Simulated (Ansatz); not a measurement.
**HfO2 under changes of volume**

One of the cells (11.152 Å³/atom); the others are scaled copies at fixed shape and fractional positions:

```
Hf O
1.0
     0.00000    2.55750    2.55750
     2.55750    0.00000    2.55750
     2.55750    2.55750    0.00000
Hf O
1 2
Cartesian
  0.0000 0.0000 0.0000
  3.8363 3.8363 3.8363
  1.2788 1.2788 1.2788
```

Measurements of this composition are mostly on another form, of space group No. 14.

```yaml
Program: Ansatz 0.2.0
Functional: PBE
Potentials_or_basis: Ansatz PAW
Cutoff: "420 eV (not typed: the program's choice for these potentials)"
k_mesh: 9 × 9 × 9
Occupations: fermi-dirac, width 0.05 eV
Spin: no spin polarisation
```

| volume (Å³/atom) | energy over the lowest point (meV/atom) | pressure (GPa) | gap on the mesh (eV) |
| --- | --- | --- | --- |
| 10.483 | ? | ? | ? |
| 10.706 | 7.29 | 8.0 | 3.94 |
| 10.929 | 0.01 | 2.5 | 3.88 |
| 11.152 | 0.00 | -2.5 | 3.83 |
| 11.375 | 6.54 | -6.9 | 3.78 |
| 11.598 | 19.08 | -11.0 | 3.72 |
| 11.821 | 36.96 | -14.6 | 3.67 |

Problem. What does the run at 10.483 Å³/atom give?

Solution. Energy over the lowest point 22.58 meV/atom; pressure 14.1 GPa; gap on the mesh 3.99 eV.

Worked out: A Birch-Murnaghan fit of order 3 (a polynomial in V^(-2/3)) to the other rows has its minimum at 11.04 Å³/atom with B0 = V·E''(V) = 246 GPa and B' = 4.0. It gives 22.61 meV/atom at 10.483 Å³/atom, against the run's 22.58, and -dE/dV = 14.1 GPa, against 14.1. A straight line through the other rows of the gap, of slope -2.71 eV per unit of ln V, extrapolates to 4.00 eV, against the run's 3.99.

Energies are extrapolated to zero smearing.

Caveats: odd divisions of the mesh miss points on the zone boundary, where band edges often lie, so the gap on the mesh can be too wide; spin-orbit coupling is left out, which moves the levels of the heavy elements.

A mesh can miss the band edges.
